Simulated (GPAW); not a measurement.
# HgTe (Coloradoite) (F-43m) in GPAW: notebook

The runs below take HgTe (Coloradoite) through single point, with LDA, PBE, r2SCAN.

All numbers are computed with GPAW 26.7.0; they aren't measurements. Logs are shortened: lines on timing, memory, paths and dates and some standing lists are left out, and cuts for length are marked. The log counts tension as positive stress, the text compression.

## 1. The crystal as given

Symmetry: F-43m, No. 216, cubic system. The conventional cell has a = 6.429 Å, b = 6.429 Å, c = 6.429 Å, α = 90.00°, β = 90.00°, γ = 90.00°. Hg (site symmetry -43m) is surrounded by 4 Te at 2.78 Å. Te (site symmetry -43m) has 4 Hg at 2.78 Å as nearest neighbours.

## 2. Single point, LDA

run.py

```python
from ase import Atoms
from ase.dft.bandgap import bandgap
from ase.io import write
from ase.units import GPa
from gpaw import GPAW, PW

atoms = Atoms(['Hg', 'Te'],
              cell=[[0.0, 3.2145, 3.2145],
                    [3.2145, 0.0, 3.2145],
                    [3.2145, 3.2145, 0.0]],
              scaled_positions=[[0.0, 0.0, 0.0],
                                [0.75, 0.75, 0.75]],
              pbc=True)

calc = GPAW(mode=PW(500),
            xc='LDA',
            kpts={'size': (6, 6, 6), 'gamma': True},
            occupations={'name': 'fermi-dirac', 'width': 0.05},
            nbands=18,
            maxiter=120,
            txt='gpaw.txt')
atoms.calc = calc
energy = atoms.get_potential_energy()
forces = atoms.get_forces()
stress = atoms.get_stress()
calc.write('gs.gpw')
write('result.traj', atoms)
print(f'Energy: {energy:.6f} eV')
print('Forces (eV/A):')
print(forces.round(4))
print('Stress (GPa):', (stress / GPa).round(3))
print('Fermi level:', round(calc.get_fermi_level(), 4), 'eV')
print(f'Gap: {bandgap(calc)[0]:.4f} eV, direct: {bandgap(calc, direct=True)[0]:.4f} eV')
```

Potentials or basis: the program's PAW data sets (release 1.2.1) made for this functional, pw.

Command:

```
$ OMP_NUM_THREADS=1 python run.py
```

gpaw.txt:

```text
__  _  _
 | _ |_)|_||  |
 |__||  | ||/\| - 26.7.0

Input parameters:
  mode=PW(ecut=500.0),
  kpts=MonkhorstPack(size=(6, 6, 6), gamma=True),
  maxiter=120,
  nbands=18,
  occupations=Occupations(name='fermi-dirac', width=0.05),
  xc=XC(name='LDA')

Diagonalizing LCAO Hamiltonian
Converting LCAO to pw mode

                      Te

       Hg

Atoms  # Å, Bohr magnetons
|   | symbol |        x |        y |        z |    initial magnetic moments |
|---|--------|----------|----------|----------|-----------------------------|
| 0 |     Hg | 0.000000 | 0.000000 | 0.000000 | ( 0.0000,  0.0000,  0.0000) |
| 1 |     Te | 4.821750 | 4.821750 | 4.821750 | ( 0.0000,  0.0000,  0.0000) |

Unit cell  # Å
| periodic |        x |        y |        z |  lengths |    angles |
|----------|----------|----------|----------|----------|-----------|
|      yes | 0.000000 | 3.214500 | 3.214500 | 4.545989 | 60.000000 |
|      yes | 3.214500 | 0.000000 | 3.214500 | 4.545989 | 60.000000 |
|      yes | 3.214500 | 3.214500 | 0.000000 | 4.545989 | 60.000000 |

Number of symmetries: 24
Symmetry operations  # r_c * U_cc + t_c -> r_c
|    | kind |            matrix            |
|----|------|------------------------------|
|  0 |  E   |  1, 0, 0,  0, 1, 0,  0, 0, 1 |
|  1 |  σ   |  1, 0, 0,  0, 0, 1,  0, 1, 0 |
|  2 |  σ   |  1, 0,-1,  0, 1,-1,  0, 0,-1 |
|  3 |  C3  |  1, 0,-1,  0, 0,-1,  0, 1,-1 |
|  4 |  C3  |  1,-1, 0,  0,-1, 1,  0,-1, 0 |
|  5 |  σ   |  1,-1, 0,  0,-1, 0,  0,-1, 1 |
|  6 |  σ   |  0, 1, 0,  1, 0, 0,  0, 0, 1 |
|  7 |  C3  |  0, 1, 0,  0, 0, 1,  1, 0, 0 |
|  8 |  C2  |  0, 1,-1,  1, 0,-1,  0, 0,-1 |
|  9 |  S4  |  0, 1,-1,  0, 0,-1,  1, 0,-1 |
| 10 |  C3  |  0, 0, 1,  1, 0, 0,  0, 1, 0 |
| 11 |  σ   |  0, 0, 1,  0, 1, 0,  1, 0, 0 |
| 12 |  S4  |  0, 0,-1,  1, 0,-1,  0, 1,-1 |
| 13 |  C3  |  0, 0,-1,  0, 1,-1,  1, 0,-1 |
| 14 |  S4  |  0,-1, 1,  1,-1, 0,  0,-1, 0 |
| 15 |  C2  |  0,-1, 1,  0,-1, 0,  1,-1, 0 |
| 16 |  C3  |  0,-1, 0,  1,-1, 0,  0,-1, 1 |
| 17 |  S4  |  0,-1, 0,  0,-1, 1,  1,-1, 0 |
| 18 |  S4  | -1, 1, 0, -1, 0, 1, -1, 0, 0 |
| 19 |  C3  | -1, 1, 0, -1, 0, 0, -1, 0, 1 |
| 20 |  C3  | -1, 0, 1, -1, 1, 0, -1, 0, 0 |
| 21 |  S4  | -1, 0, 1, -1, 0, 0, -1, 1, 0 |
| 22 |  σ   | -1, 0, 0, -1, 1, 0, -1, 0, 1 |
| 23 |  C2  | -1, 0, 0, -1, 0, 1, -1, 1, 0 |

BZ-sampling:
  Number of BZ points: 216
  Number of IBZ points: 16

  Monkhorst-Pack size: [6, 6, 6]
  Monkhorst-Pack shift: [0.08333333333333333, 0.08333333333333333, 0.08333333333333333]

K-points  # in reciprocal-cell coordinates
|     |                                coordinates |     weight |
|-----|--------------------------------------------|------------|
|   0 | (  0.00000000,   0.00000000,   0.00000000) | 0.00462963 |
|   1 | (  0.16666667,   0.16666667,   0.00000000) | 0.02777778 |
|   2 | (  0.16666667,   0.16666667,   0.16666667) | 0.03703704 |
|   3 | (  0.33333333,   0.16666667,   0.16666667) | 0.05555556 |
|   4 | (  0.33333333,   0.33333333,  -0.33333333) | 0.05555556 |
|   5 | (  0.33333333,   0.33333333,   0.00000000) | 0.02777778 |
|   6 | (  0.33333333,   0.33333333,   0.16666667) | 0.11111111 |
|   7 | (  0.33333333,   0.33333333,   0.33333333) | 0.03703704 |
|   8 | (  0.50000000,   0.33333333,  -0.33333333) | 0.11111111 |
|   9 | (  0.50000000,   0.33333333,  -0.16666667) | 0.05555556 |
| ... |                                            |            |
|  15 | (  0.50000000,   0.50000000,   0.50000000) | 0.01851852 |

Plane wave coefficients: 1700
Cutoff: 500.0 eV

Spin-components: 1 (collinear spins)
Bands:           18
Projectors:      11
Spin-degeneracy: 2
Datatype:        complex128

Parallelization:
  kpt:    1
  domain: 1
  band:   1

Density:
  Valence electrons: 24.0
  Components: 1
  Grid points: [24 24 24]
  Charge: 0.0  # |e|

Potential:
  Grid points: [24 24 24]

species:
  Hg:
    name:    Mercury
    Z:       80.0
    valence: 18
    core:    62
    charge:  0.0  # [|e|]
    compensation charges:
      type: gauss
      rc: 0.41  # [Å]
      lmax: 2
    cutoffs:
      filter: 2.17  # [Å]
      core: 2.06  # [Å]
    projectors
    | kind |    occ | energy [eV] | rcut [Å] |
    |------|--------|-------------|----------|
    |   6s |  2.000 |      -7.094 |    1.307 |
    |   5p |  6.000 |     -66.817 |    1.291 |
    |   6p |  0.000 |      -1.195 |    1.291 |
    |   5d | 10.000 |     -10.099 |    1.302 |
    |    s |        |      20.118 |    1.307 |
    |    d |        |      17.112 |    1.302 |

    Using partial waves for Hg as LCAO basis

  Te:
    name:    Tellurium
    Z:       52.0
    valence: 6
    core:    46
    charge:  0.0  # [|e|]
    compensation charges:
      type: gauss
      rc: 0.36  # [Å]
      lmax: 2
    cutoffs:
      filter: 2.09  # [Å]
      core: 3.17  # [Å]
    projectors
    | kind |    occ | energy [eV] | rcut [Å] |
    |------|--------|-------------|----------|
    |   5s |  2.000 |     -15.337 |    1.180 |
    |   5p |  4.000 |      -6.113 |    1.196 |
    |    s |        |      11.875 |    1.180 |
    |    p |        |      21.098 |    1.196 |
    |    d |        |       0.000 |    1.238 |

    Using partial waves for Te as LCAO basis

Reference energy: -717502.457223  # eV

eigensolver:
  PPCG
  Converge bands: occupied
  niter=2

density mixing:
  MSR1-Mixer
  Pratt-step length: 0.05
  Maximum mixing coefficient: 0.75
  Old densities: 10
  SVD Regularization: 0.005
  Good broyden scale: 1.0
  Trust region scale: 1.0
  Backstep threshold: 4.0
  History deletion threshold: 6.0
  Fourier metric: weight=20.0, sigma=0.015

occupation numbers:
  Fermi-Dirac:
    width: 0.0500  # eV

poisson solver:
  ecut: 4000.0  # eV

xc functional:
  name: None

convergence criteria:
- Maximum [total energy] change in last 3 cyles: 0.0005 eV / valence electron
- Maximum integral of absolute [dens]ity change: 0.0001 electrons / valence electron
- Maximum integral of absolute [eigenst]ate change: 4e-08 eV^2 / valence electron
maximum number of iterations: 120

SCF iterations
|iter     | |      energy | eigst |  dens |
|---------|-|-------------|-------|-------|
|iter:   1| |   -6.058148 | -0.12 |       |
|iter:   2| |   -6.017274 | -2.05 | -1.45 |
|iter:   3| |   -5.896858 | -2.03 | -1.49 |
|iter:   4| |   -5.902765 | -2.85 | -1.90 |
|iter:   5| |   -5.906658c| -3.32 | -2.23 |
|iter:   6| |   -5.906781c| -4.96 | -3.36 |
|iter:   7| |   -5.906791c| -5.50 | -3.72 |
|iter:   8| |   -5.906792c| -7.09 | -4.49c|
|iter:   9| |   -5.906792c| -7.84c| -5.02c|

Converged in 9 steps
Energy contributions relative to reference atoms: (reference = -717502.457223)

Energy contributions:
  Kinetic:          29.510228
  Coulomb:         -24.478190
  Zero:             -2.110695
  External:          0.000000
  Xc:               -8.827662
  Entropy:          -0.000945
  Spinorbit:         0.000000
  ----------------------------
  Free energy:      -5.907264
  Extrapolated:     -5.906792

dipole moment: (-17.600758, -17.600758, -17.600758)  # |e|*Ang

Fermi level: 4.408
Eigenvalues  # (at kpt = [0.000, 0.000, 0.000])
| band index |      eig [eV] | occ [0-2] |
|------------|---------------|-----------|
|          0 |       -59.182 |     2.000 |
|        ... |               |           |
|          5 |        -3.173 |     2.000 |
|          6 |        -3.173 |     2.000 |
|          7 |        -2.641 |     2.000 |
|          8 |        -2.641 |     2.000 |
|          9 |         3.597 |     2.000 |
|         10 |         4.372 |     1.346 |
|         11 |         4.372 |     1.346 |
|         12 |         4.372 |     1.346 |
|         13 |         8.545 |     0.000 |
|         14 |         8.545 |     0.000 |
|         15 |         8.545 |     0.000 |
|         16 |        10.660 |     0.000 |
|         17 |        14.120 |     0.000 |

No gap
No difference between direct/indirect transitions

Forces  # eV/Ang
|       x |       y |        z |
|---------|---------|----------|
| 0.00000 | 0.00000 | -0.00000 |  # Hg   0
| 0.00000 | 0.00000 |  0.00000 |  # Te   1

Stress tensor  # eV/Ang^3
|         x |         y |         z |
|-----------|-----------|-----------|
| -0.000092 |  0.000000 |  0.000000 |
|  0.000000 | -0.000092 | -0.000000 |
|  0.000000 | -0.000000 | -0.000092 |

# Writing to gs.gpw (mode='')
```

It took 10 s on 1 thread of Arm Neoverse V1, shared host; peak memory 0.17 GiB.

Results:

- Free energy: -5.9073 eV
- Pressure: 0.0 GPa
- Band gap on the k mesh: none (metal or under the smearing width)

Caveat: the cutoff is short for stress and forces, so pressures can be off by a GPa or more. The run has no spin-orbit coupling, so splittings on Hg, Te are missing.

(Continued in part 2 of 2.)
